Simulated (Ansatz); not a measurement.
**Fixed-spin-moment curve of Ni**

How does the energy of Ni change when the total moment of the cell is held at chosen values, and does the free SCF sit at the minimum of that curve? Ni is taken in the measured crystal structure (space group Fm-3m), 1 atom in the cell. Source: COD entry 9012976.

Method: DFT PBE, PAW, plane waves, scalar-relativistic, in Ansatz 0.2.0.

## Step 1: The system as given

Symmetry: Fm-3m, No. 225, cubic system. Conventional cell: a = 3.534 Å, b = 3.534 Å, c = 3.534 Å, α = 90.00°, β = 90.00°, γ = 90.00°. Ni (site symmetry m-3m) is surrounded by 12 Ni at 2.50 Å.

Structure file:

```
CELL_PARAMETERS angstrom
0.00000 1.76685 1.76685
1.76685 0.00000 1.76685
1.76685 1.76685 0.00000
ATOMIC_POSITIONS crystal
Ni 0.00000 0.00000 0.00000
```

Atoms are counted from 1 in the order of input.yaml (Ni1 and so on).

In a fixed run the two spins have Fermi levels of their own, and the moment is shared at the start among the d and f atoms with one sign. No search for lower states follows.

Site moments are integrals over atomic spheres and don't add up to the total.

## Step 2: Usual moment, free total moment

input.yaml reads:

```yaml
crystal:
  lattice:
    - [0.0, 1.76685, 1.76685]
    - [1.76685, 0.0, 1.76685]
    - [1.76685, 1.76685, 0.0]
  atoms:
    - { symbol: Ni, position: [0.0, 0.0, 0.0], spin: 2.0 }
magnetization:
  spin_polarized: true
hamiltonian:
  xc: pbe
  pseudopotentials: { kind: paw }
basis:
  ecutwfc: 420
kpoints:
  mp_grid: { grid: [12, 12, 12] }
scf:
  occupations: { method: fermi_dirac, width: 0.1 }
  lower_state_search: "off"
output:
  forces: true
  stress: true
  write_density: true
  write_potential: true
  elf: true
  volumetric_format: npy
```

Started as:

```sh
ansatz run input.yaml --threads 2 --pin off --max-ram 5120MiB --backend cpu --events-out ev --progress --plain --runs-dir out
```

The log of the run, cut to the lines that bear on the results:

```text
[...]
Pseudopotentials: kind: paw
Pseudopotential: Ni, paw, valence charge 18, recommended cutoff 420 eV (normal), Ni.paw.azcp
Functional definition: PBE
[...]
Crystal: 1 atoms, lattice volume = 11.031 Å³
Basis set: ecut = 420 eV, 181 PW (Γ), exchange–correlation on 36×36×36 points (8 copies of the dense FFT grid, shifted against one another)
Bands: 14, of which v1, the nominal top of the filled ones, is band 9 counted from 1 (8 counted from 0)
Symmetry: 48 space group operations
Space group: Fm-3m (ITA 225), of the structure as read, at distance tolerance 2.2e-5 Å
Magnetic group: BNS 225.116 (UNI 1618), of the structure as read, at distance tolerance 2.2e-5 Å
k-points: 72 of 1728
[...]
Starting moments: Σ|m| = 2 μB on 1 of 1 site
[...]
SCF iter   1: F=—  HF=-5839.468425 eV  |F-HF|=—  |Δ(HF+E_count)|=         —  Δρ=1.27e-1 (↑1.15e-1 ↓1.27e-1)  dr2=1.11e-2  dr2_m=1.47e0  M=0.937 μB ∫|m|=1.041 μB  β_m=0.30  ethr=6.42e-5  ⟨swp⟩=1.0  Hψ=13726  notcnv=0
[...]
spin-set hold released at iteration 1 (the charge has settled, or the pull on large starting moments outlasts its swing): the magnetisation degrees of freedom join the quasi-Newton model from the next iteration; the mixer history was flushed
[...]
SCF iter  10: F=-5839.747178 eV  HF=-5839.747178 eV  |F-HF|=3.27e-11  |Δ(HF+E_count)|=   2.97e-9  Δρ=1.75e-6 (↑1.75e-6 ↓1.61e-6)  dr2=5.82e-12  dr2_m=2.82e-10  M=0.653 μB ∫|m|=0.745 μB  ethr=1.00e-12  ⟨swp⟩=4.0  Hψ=9278  notcnv=0
[...]
SCF converged after 10 iterations
Magnetization: 0.6533 μB (9.3267 up, 8.6733 down)
Absolute magnetization: 0.7461 μB (∫|ρ↑−ρ↓|, with the PAW one-centre terms)
Spin contamination: 0.0073 ħ² per cell (⟨S²⟩ above its minimum at these occupations)
Per-site moments (μB) at R_I (Å): [(0.6927020399330709, 1.0307150834800476)]
Free energy (F): -5839.747178 eV
[...]
E sigma→0 (E₀):  -5839.720131 eV
Entropy (-TS):   -0.054093 eV (-54.093 meV/atom)
Fermi energy:    17.860480 eV
[...]
--- Forces (eV/Å), atoms counted from 1 ---
  atom   1  Ni    -0.00000000    -0.00000000     0.00000000
[...]
--- Stress (GPa, compression-positive) ---
       -1.956316       0.000000       0.000000
        0.000000      -1.956316       0.000000
        0.000000       0.000000      -1.956316
  P = ⅓ Tr σ = -1.9563 GPa (-19.563 kbar)
--- Band table (eV; the first three rows and the last of 144) ---
  k-point 0 ↑: bands = ["-85.7943", "-46.0573", "-46.0573", "-46.0573", "8.8396", "15.4369", "15.4369", "15.4369", "16.5897", "16.5897", "41.2497", "45.1072", "45.1072", "45.1072"]
[...]
```

Wall time 5.8 s (2 threads of Intel Xeon at 2.50GHz (Skylake/Cascade Lake), shared host); peak memory 0.29 GiB.

Moments: Ni1 0.69 μB; total 0.65 μB per cell.

Axes a, b and c in the maps are those of this run's conventional cell (a, b, c = 3.534, 3.534, 3.534 Å).

Density in a lattice plane of the grid's cell (edges 3.53 and 3.53 Å, at 0.000 of the third edge), which holds Ni. It is the smooth density of the valence electrons, not physical close to the nuclei.

Values in e/Å³, 12 rows by 12 columns:
```
29.08 14.83  2.65  0.59  0.25  0.20  0.19  0.20  0.25  0.59  2.64 14.91
 4.31  2.65  0.84  0.38  0.27  0.25  0.26  0.25  0.27  0.38  0.83  2.64
 0.77  0.59  0.38  0.33  0.38  0.59  0.77  0.59  0.38  0.33  0.38  0.59
 0.26  0.25  0.27  0.38  0.84  2.65  4.31  2.64  0.83  0.38  0.27  0.25
 0.19  0.20  0.25  0.59  2.65 14.83 29.08 14.91  2.64  0.59  0.25  0.20
 0.17  0.19  0.26  0.77  4.31 29.08 60.66 29.08  4.31  0.77  0.26  0.19
 0.19  0.20  0.25  0.59  2.64 14.91 29.08 14.83  2.65  0.59  0.25  0.20
 0.26  0.25  0.27  0.38  0.83  2.64  4.31  2.65  0.84  0.38  0.27  0.25
 0.77  0.59  0.38  0.33  0.38  0.59  0.77  0.59  0.38  0.33  0.38  0.59
 4.31  2.64  0.83  0.38  0.27  0.25  0.26  0.25  0.27  0.38  0.84  2.65
29.08 14.91  2.64  0.59  0.25  0.20  0.19  0.20  0.25  0.59  2.65 14.83
60.66 29.08  4.31  0.77  0.26  0.19  0.17  0.19  0.26  0.77  4.31 29.08
```
Columns run along the first of these edges and rows up along the second, over one cell in 12 and 12 even steps from the bottom left corner. Atoms in the plane (fractional): Ni at (0.00, 0.00), Ni at (0.50, 0.50).

Spin density (up less down) in a lattice plane of the grid's cell (edges 3.53 and 3.53 Å, at 0.000 of the third edge), which holds Ni.

Values in e/Å³, 12 rows by 12 columns:
```
 1.31  0.67  0.10  0.01 -0.01 -0.01 -0.01 -0.01 -0.01  0.01  0.10  0.68
 0.11  0.10  0.03  0.00 -0.01 -0.01  0.00 -0.01 -0.01  0.00  0.03  0.10
 0.01  0.01  0.00 -0.01  0.00  0.01  0.01  0.01  0.00 -0.01  0.00  0.01
 0.00 -0.01 -0.01  0.00  0.03  0.10  0.11  0.10  0.03  0.00 -0.01 -0.01
-0.01 -0.01 -0.01  0.01  0.10  0.67  1.31  0.68  0.10  0.01 -0.01 -0.01
-0.01 -0.01  0.00  0.01  0.11  1.31  2.96  1.31  0.11  0.01  0.00 -0.01
-0.01 -0.01 -0.01  0.01  0.10  0.68  1.31  0.67  0.10  0.01 -0.01 -0.01
 0.00 -0.01 -0.01  0.00  0.03  0.10  0.11  0.10  0.03  0.00 -0.01 -0.01
 0.01  0.01  0.00 -0.01  0.00  0.01  0.01  0.01  0.00 -0.01  0.00  0.01
 0.11  0.10  0.03  0.00 -0.01 -0.01  0.00 -0.01 -0.01  0.00  0.03  0.10
 1.31  0.68  0.10  0.01 -0.01 -0.01 -0.01 -0.01 -0.01  0.01  0.10  0.67
 2.96  1.31  0.11  0.01  0.00 -0.01 -0.01 -0.01  0.00  0.01  0.11  1.31
```
Columns run along the first of these edges and rows up along the second, over one cell in 12 and 12 even steps from the bottom left corner. Atoms in the plane (fractional): Ni at (0.00, 0.00), Ni at (0.50, 0.50).

## Step 3: Total moment fixed at 0.0 μB

input.yaml reads:

```yaml
crystal:
  lattice:
    - [0.0, 1.76685, 1.76685]
    - [1.76685, 0.0, 1.76685]
    - [1.76685, 1.76685, 0.0]
  atoms:
    - { symbol: Ni, position: [0.0, 0.0, 0.0] }
magnetization:
  spin_polarized: true
  initial_magnetization: 0.0
  spin_locking: { lock_magnetization: hard }
hamiltonian:
  xc: pbe
  pseudopotentials: { kind: paw }
basis:
  ecutwfc: 420
kpoints:
  mp_grid: { grid: [12, 12, 12] }
scf:
  occupations: { method: fermi_dirac, width: 0.1 }
  lower_state_search: "off"
  max_iter: 150
output:
  forces: true
  stress: true
```

Started as:

```sh
ansatz run input.yaml --threads 2 --pin off --max-ram 5120MiB --backend cpu --events-out ev --progress --plain --runs-dir out
```

The log of the run, cut to the lines that bear on the results:

```text
Warning: output.stress: scf.convergence.dr2_threshold = 1e-7 eV (the SCF's general default) is looser than the 1e-10 eV advised for a printed stress (1e-10 eV for each atom of the cell: 1). What an SCF threshold leaves in a stress goes as its square root, and in the free energy as the [...]
[... 10 lines as in an earlier run ...]
Bands: 13, of which v1, the nominal top of the filled ones, is band 9 counted from 1 (8 counted from 0)
[... 9 lines as in an earlier run ...]
[...]
SCF iter   1: F=—  HF=-5839.719912 eV  |F-HF|=—  |Δ(HF+E_count)|=         —  Δρ=2.00e-2 (↑2.00e-2 ↓2.00e-2)  dr2=7.48e-2  dr2_m=0.00e0  M=0.000 μB ∫|m|=0.000 μB  β_m=0.30  ethr=4.22e-4  ⟨swp⟩=1.0  Hψ=6401  notcnv=0
[...]
SCF iter   7: F=-5839.714361 eV  HF=-5839.714361 eV  |F-HF|=1.80e-10  |Δ(HF+E_count)|=   1.04e-9  Δρ=1.11e-6 (↑1.11e-6 ↓1.11e-6)  dr2=2.85e-10  dr2_m=0.00e0  M=0.000 μB ∫|m|=0.000 μB  ethr=1.50e-10  ⟨swp⟩=2.1  Hψ=2916  notcnv=0
[...]
SCF converged after 7 iterations
Stability checked in part: among states of this total moment the steps that led to this state did not find it unstable. No probe was made; neither looks for a lower state of another moment (fixed_total_moment; see scf.lower_state_search)
Magnetization: 0.0000 μB (9.0000 up, 9.0000 down)
Absolute magnetization: 0.0000 μB (∫|ρ↑−ρ↓|)
Spin contamination: 0.0000 ħ² per cell (⟨S²⟩ above its minimum at these occupations)
Per-site moments (μB) at R_I (Å): [(0.0, 1.0307150834800476)]
Free energy (F): -5839.714361 eV
[...]
E sigma→0 (E₀):  -5839.671852 eV
Entropy (-TS):   -0.085018 eV (-85.018 meV/atom)
Fermi energy:    17.704040 (↑ 17.704040, ↓ 17.704040) eV
[...]
--- Forces (eV/Å), atoms counted from 1 ---
  atom   1  Ni    -0.00000000     0.00000000     0.00000000
[...]
--- Stress (GPa, compression-positive) ---
       -3.232533      -0.000000       0.000000
       -0.000000      -3.232533       0.000000
        0.000000       0.000000      -3.232533
  P = ⅓ Tr σ = -3.2325 GPa (-32.325 kbar)
```

It took 3.2 s on 2 threads of Intel Xeon at 2.50GHz (Skylake/Cascade Lake), shared host; peak memory 0.28 GiB.

Moments: Ni1 0.00 μB; total 0.00 μB per cell; the free energy is 33 meV per cell above that of step 2.

## Step 4: Total moment fixed at 0.48 μB

Changes to input.yaml since step 3:

```diff
@@ -6,6 +6,6 @@
   atoms:
-    - { symbol: Ni, position: [0.0, 0.0, 0.0] }
+    - { symbol: Ni, position: [0.0, 0.0, 0.0], spin: 0.48 }
 magnetization:
   spin_polarized: true
-  initial_magnetization: 0.0
+  initial_magnetization: 0.48
   spin_locking: { lock_magnetization: hard }
```

Started as:

```sh
ansatz run input.yaml --threads 2 --pin off --max-ram 5120MiB --backend cpu --events-out ev --progress --plain --runs-dir out
```

The log of the run, cut to the lines that bear on the results:

```text
[... 20 lines as in an earlier run ...]
Starting moments: Σ|m| = 0.48 μB on 1 of 1 site
[... 2 lines as in an earlier run ...]
[...]
SCF iter   1: F=—  HF=-5839.732013 eV  |F-HF|=—  |Δ(HF+E_count)|=         —  Δρ=3.22e-2 (↑3.22e-2 ↓1.22e-2)  dr2=7.00e-2  dr2_m=2.26e-2  M=0.480 μB ∫|m|=0.501 μB  β_m=0.30  ethr=3.97e-4  ⟨swp⟩=1.0  Hψ=13731  notcnv=0
[...]
SCF iter   7: F=-5839.739839 eV  HF=-5839.739839 eV  |F-HF|=1.49e-9  |Δ(HF+E_count)|=   3.08e-7  Δρ=4.16e-6 (↑2.64e-6 ↓4.16e-6)  dr2=6.57e-10  dr2_m=8.36e-10  M=0.480 μB ∫|m|=0.564 μB  ethr=5.56e-10  ⟨swp⟩=2.9  Hψ=7422  notcnv=0
[...]
SCF converged after 7 iterations
[... 1 line as in an earlier run ...]
Magnetization: 0.4800 μB (9.2400 up, 8.7600 down)
Absolute magnetization: 0.5647 μB (∫|ρ↑−ρ↓|, with the PAW one-centre terms)
Spin contamination: 0.0054 ħ² per cell (⟨S²⟩ above its minimum at these occupations)
Per-site moments (μB) at R_I (Å): [(0.5149840897382751, 1.0307150834800476)]
Free energy (F): -5839.739839 eV
[...]
E sigma→0 (E₀):  -5839.708536 eV
Entropy (-TS):   -0.062604 eV (-62.604 meV/atom)
Fermi energy:    17.769743 (↑ 17.698034, ↓ 17.841452) eV
[... 15 lines left out: energy terms ...]
--- Forces (eV/Å), atoms counted from 1 ---
  atom   1  Ni    -0.00000000     0.00000000     0.00000000
[...]
--- Stress (GPa, compression-positive) ---
       -2.708583       0.000000       0.000000
       -0.000000      -2.708583       0.000000
       -0.000000       0.000000      -2.708583
  P = ⅓ Tr σ = -2.7086 GPa (-27.086 kbar)
```

Wall time 5.5 s (2 threads of Intel Xeon at 2.50GHz (Skylake/Cascade Lake), shared host); peak memory 0.28 GiB.

Site moments Ni1 0.51 μB, total 0.48 μB; the free energy is 7 meV per cell above that of step 2.

## Step 5: Total moment fixed at 0.97 μB

Changes to input.yaml since step 4:

```diff
@@ -6,6 +6,6 @@
   atoms:
-    - { symbol: Ni, position: [0.0, 0.0, 0.0], spin: 0.48 }
+    - { symbol: Ni, position: [0.0, 0.0, 0.0], spin: 0.97 }
 magnetization:
   spin_polarized: true
-  initial_magnetization: 0.48
+  initial_magnetization: 0.97
   spin_locking: { lock_magnetization: hard }
```

Started as:

```sh
ansatz run input.yaml --threads 2 --pin off --max-ram 5120MiB --backend cpu --events-out ev --progress --plain --runs-dir out
```

The log of the run, cut to the lines that bear on the results:

```text
[... 20 lines as in an earlier run ...]
Starting moments: Σ|m| = 0.97 μB on 1 of 1 site
[... 2 lines as in an earlier run ...]
[...]
SCF iter   1: F=—  HF=-5839.646351 eV  |F-HF|=—  |Δ(HF+E_count)|=         —  Δρ=2.81e-2 (↑2.81e-2 ↓1.71e-2)  dr2=1.53e-2  dr2_m=4.12e-2  M=0.970 μB ∫|m|=0.970 μB  β_m=0.30  ethr=8.86e-5  ⟨swp⟩=1.0  Hψ=13721  notcnv=0
[...]
SCF iter   8: F=-5839.671173 eV  HF=-5839.671173 eV  |F-HF|=1.28e-9  |Δ(HF+E_count)|=   4.55e-8  Δρ=5.01e-6 (↑9.91e-7 ↓5.01e-6)  dr2=2.17e-9  dr2_m=4.52e-10  M=0.970 μB ∫|m|=1.003 μB  ethr=4.39e-11  ⟨swp⟩=1.6  Hψ=6006  notcnv=0
[...]
SCF converged after 8 iterations
[... 1 line as in an earlier run ...]
Magnetization: 0.9700 μB (9.4850 up, 8.5150 down)
Absolute magnetization: 1.0035 μB (∫|ρ↑−ρ↓|, with the PAW one-centre terms)
Spin contamination: 0.0070 ħ² per cell (⟨S²⟩ above its minimum at these occupations)
Per-site moments (μB) at R_I (Å): [(0.985012472872624, 1.0307150834800476)]
Free energy (F): -5839.671173 eV
[...]
E sigma→0 (E₀):  -5839.646360 eV
Entropy (-TS):   -0.049626 eV (-49.626 meV/atom)
Fermi energy:    18.230150 (↑ 18.685800, ↓ 17.774499) eV
[... 15 lines left out: energy terms ...]
--- Forces (eV/Å), atoms counted from 1 ---
  atom   1  Ni    -0.00000000     0.00000000    -0.00000000
[...]
--- Stress (GPa, compression-positive) ---
        0.637990      -0.000000      -0.000000
        0.000000       0.637990       0.000000
        0.000000      -0.000000       0.637990
  P = ⅓ Tr σ = 0.6380 GPa (6.380 kbar)
```

Wall time 5.4 s (2 threads of Intel Xeon at 2.50GHz (Skylake/Cascade Lake), shared host); peak memory 0.28 GiB.

Moments: Ni1 0.99 μB; total 0.97 μB per cell; the free energy is 76 meV per cell above that of step 2.

## Step 6: Total moment fixed at 1.45 μB

Changes to input.yaml since step 5:

```diff
@@ -6,6 +6,6 @@
   atoms:
-    - { symbol: Ni, position: [0.0, 0.0, 0.0], spin: 0.97 }
+    - { symbol: Ni, position: [0.0, 0.0, 0.0], spin: 1.45 }
 magnetization:
   spin_polarized: true
-  initial_magnetization: 0.97
+  initial_magnetization: 1.45
   spin_locking: { lock_magnetization: hard }
```

Started as:

```sh
ansatz run input.yaml --threads 2 --pin off --max-ram 5120MiB --backend cpu --events-out ev --progress --plain --runs-dir out
```

The log of the run, cut to the lines that bear on the results:

```text
[... 20 lines as in an earlier run ...]
Starting moments: Σ|m| = 1.45 μB on 1 of 1 site
[... 2 lines as in an earlier run ...]
[...]
SCF iter   1: F=—  HF=-5839.222920 eV  |F-HF|=—  |Δ(HF+E_count)|=         —  Δρ=2.67e-2 (↑9.97e-3 ↓2.67e-2)  dr2=4.91e-2  dr2_m=2.30e-2  M=1.450 μB ∫|m|=1.450 μB  β_m=0.30  ethr=2.67e-4  ⟨swp⟩=1.0  Hψ=13711  notcnv=0
[...]
SCF iter   8: F=-5839.231067 eV  HF=-5839.231067 eV  |F-HF|=1.08e-9  |Δ(HF+E_count)|=   9.46e-9  Δρ=3.48e-6 (↑1.40e-6 ↓3.48e-6)  dr2=1.43e-9  dr2_m=1.18e-10  M=1.450 μB ∫|m|=1.450 μB  ethr=1.12e-10  ⟨swp⟩=2.2  Hψ=6101  notcnv=0
[...]
SCF converged after 8 iterations
[... 1 line as in an earlier run ...]
Magnetization: 1.4500 μB (9.7250 up, 8.2750 down)
Absolute magnetization: 1.4500 μB (∫|ρ↑−ρ↓|, with the PAW one-centre terms)
Spin contamination: 0.0046 ħ² per cell (⟨S²⟩ above its minimum at these occupations)
Per-site moments (μB) at R_I (Å): [(1.3834146266077165, 1.0307150834800476)]
Free energy (F): -5839.231067 eV
[...]
E sigma→0 (E₀):  -5839.208239 eV
Entropy (-TS):   -0.045655 eV (-45.655 meV/atom)
Fermi energy:    18.868945 (↑ 20.240346, ↓ 17.497544) eV
[... 15 lines left out: energy terms ...]
--- Forces (eV/Å), atoms counted from 1 ---
  atom   1  Ni    -0.00000000     0.00000000    -0.00000000
[...]
--- Stress (GPa, compression-positive) ---
        8.289033      -0.000000      -0.000000
       -0.000000       8.289033       0.000000
       -0.000000      -0.000000       8.289033
  P = ⅓ Tr σ = 8.2890 GPa (82.890 kbar)
```

It took 9.2 s on 2 threads of Intel Xeon at 2.50GHz (Skylake/Cascade Lake), shared host; peak memory 0.28 GiB.

Site moments Ni1 1.38 μB, total 1.45 μB; the free energy is 516 meV per cell above that of step 2.

## Step 7: Total moment fixed at 1.94 μB

Changes to input.yaml since step 6:

```diff
@@ -6,6 +6,6 @@
   atoms:
-    - { symbol: Ni, position: [0.0, 0.0, 0.0], spin: 1.45 }
+    - { symbol: Ni, position: [0.0, 0.0, 0.0], spin: 1.94 }
 magnetization:
   spin_polarized: true
-  initial_magnetization: 1.45
+  initial_magnetization: 1.94
   spin_locking: { lock_magnetization: hard }
```

Started as:

```sh
ansatz run input.yaml --threads 2 --pin off --max-ram 5120MiB --backend cpu --events-out ev --progress --plain --runs-dir out
```

The log of the run, cut to the lines that bear on the results:

```text
[... 20 lines as in an earlier run ...]
Starting moments: Σ|m| = 1.94 μB on 1 of 1 site
[... 2 lines as in an earlier run ...]
[...]
SCF iter   1: F=—  HF=-5838.295627 eV  |F-HF|=—  |Δ(HF+E_count)|=         —  Δρ=3.67e-2 (↑3.61e-2 ↓3.67e-2)  dr2=3.71e-1  dr2_m=8.02e-3  M=1.940 μB ∫|m|=1.940 μB  β_m=0.30  ethr=2.05e-3  ⟨swp⟩=1.0  Hψ=13711  notcnv=0
[...]
SCF iter   7: F=-5838.236361 eV  HF=-5838.236361 eV  |F-HF|=1.89e-8  |Δ(HF+E_count)|=   7.73e-7  Δρ=2.29e-5 (↑2.83e-6 ↓2.29e-5)  dr2=6.99e-9  dr2_m=1.43e-8  M=1.940 μB ∫|m|=1.940 μB  ethr=5.56e-10  ⟨swp⟩=4.0  Hψ=6567  notcnv=0
[...]
SCF converged after 7 iterations
[... 1 line as in an earlier run ...]
Magnetization: 1.9400 μB (9.9700 up, 8.0300 down)
Absolute magnetization: 1.9400 μB (∫|ρ↑−ρ↓|, with the PAW one-centre terms)
Spin contamination: 0.0027 ħ² per cell (⟨S²⟩ above its minimum at these occupations)
Per-site moments (μB) at R_I (Å): [(1.758700117855557, 1.0307150834800476)]
Free energy (F): -5838.236361 eV
[...]
E sigma→0 (E₀):  -5838.213717 eV
Entropy (-TS):   -0.045287 eV (-45.287 meV/atom)
Fermi energy:    19.902689 (↑ 22.690305, ↓ 17.115072) eV
[... 15 lines left out: energy terms ...]
--- Forces (eV/Å), atoms counted from 1 ---
  atom   1  Ni    -0.00000000     0.00000000    -0.00000000
[...]
--- Stress (GPa, compression-positive) ---
       21.412237      -0.000000      -0.000000
       -0.000000      21.412237       0.000000
        0.000000      -0.000000      21.412237
  P = ⅓ Tr σ = 21.4122 GPa (214.122 kbar)
```

Wall time 9.4 s (2 threads of Intel Xeon at 2.50GHz (Skylake/Cascade Lake), shared host); peak memory 0.28 GiB.

Site moments Ni1 1.76 μB, total 1.94 μB; the free energy is 1511 meV per cell above that of step 2.

## Step 8: Total moment fixed at 0.24 μB

Changes to input.yaml since step 7:

```diff
@@ -6,6 +6,6 @@
   atoms:
-    - { symbol: Ni, position: [0.0, 0.0, 0.0], spin: 1.94 }
+    - { symbol: Ni, position: [0.0, 0.0, 0.0], spin: 0.24 }
 magnetization:
   spin_polarized: true
-  initial_magnetization: 1.94
+  initial_magnetization: 0.24
   spin_locking: { lock_magnetization: hard }
```

Started as:

```sh
ansatz run input.yaml --threads 2 --pin off --max-ram 5120MiB --backend cpu --events-out ev --progress --plain --runs-dir out
```

The log of the run, cut to the lines that bear on the results:

```text
[... 20 lines as in an earlier run ...]
Starting moments: Σ|m| = 0.24 μB on 1 of 1 site
[... 3 lines as in an earlier run ...]
SCF iter   1: F=—  HF=-5839.723948 eV  |F-HF|=—  |Δ(HF+E_count)|=         —  Δρ=2.62e-2 (↑2.62e-2 ↓1.49e-2)  dr2=7.43e-2  dr2_m=6.11e-3  M=0.240 μB ∫|m|=0.252 μB  β_m=0.30  ethr=4.22e-4  ⟨swp⟩=1.0  Hψ=13740  notcnv=0
[...]
SCF iter   8: F=-5839.721964 eV  HF=-5839.721964 eV  |F-HF|=1.09e-11  |Δ(HF+E_count)|=   6.65e-9  Δρ=1.87e-6 (↑8.96e-7 ↓1.87e-6)  dr2=2.68e-10  dr2_m=1.21e-10  M=0.240 μB ∫|m|=0.286 μB  ethr=1.45e-11  ⟨swp⟩=1.8  Hψ=5870  notcnv=0
[...]
SCF converged after 8 iterations
[... 1 line as in an earlier run ...]
Magnetization: 0.2400 μB (9.1200 up, 8.8800 down)
Absolute magnetization: 0.2865 μB (∫|ρ↑−ρ↓|, with the PAW one-centre terms)
Spin contamination: 0.0019 ħ² per cell (⟨S²⟩ above its minimum at these occupations)
Per-site moments (μB) at R_I (Å): [(0.25898632665812754, 1.0307150834800476)]
Free energy (F): -5839.721964 eV
[...]
E sigma→0 (E₀):  -5839.682545 eV
Entropy (-TS):   -0.078839 eV (-78.839 meV/atom)
Fermi energy:    17.715061 (↑ 17.654347, ↓ 17.775775) eV
[... 15 lines left out: energy terms ...]
--- Forces (eV/Å), atoms counted from 1 ---
  atom   1  Ni    -0.00000000     0.00000000     0.00000000
[...]
--- Stress (GPa, compression-positive) ---
       -3.119337      -0.000000       0.000000
       -0.000000      -3.119337      -0.000000
        0.000000       0.000000      -3.119337
  P = ⅓ Tr σ = -3.1193 GPa (-31.193 kbar)
```

It took 10 s on 2 threads of Intel Xeon at 2.50GHz (Skylake/Cascade Lake), shared host; peak memory 0.28 GiB.

Site moments Ni1 0.26 μB, total 0.24 μB; the free energy is 25 meV per cell above that of step 2.

[end of part 1 of 2]
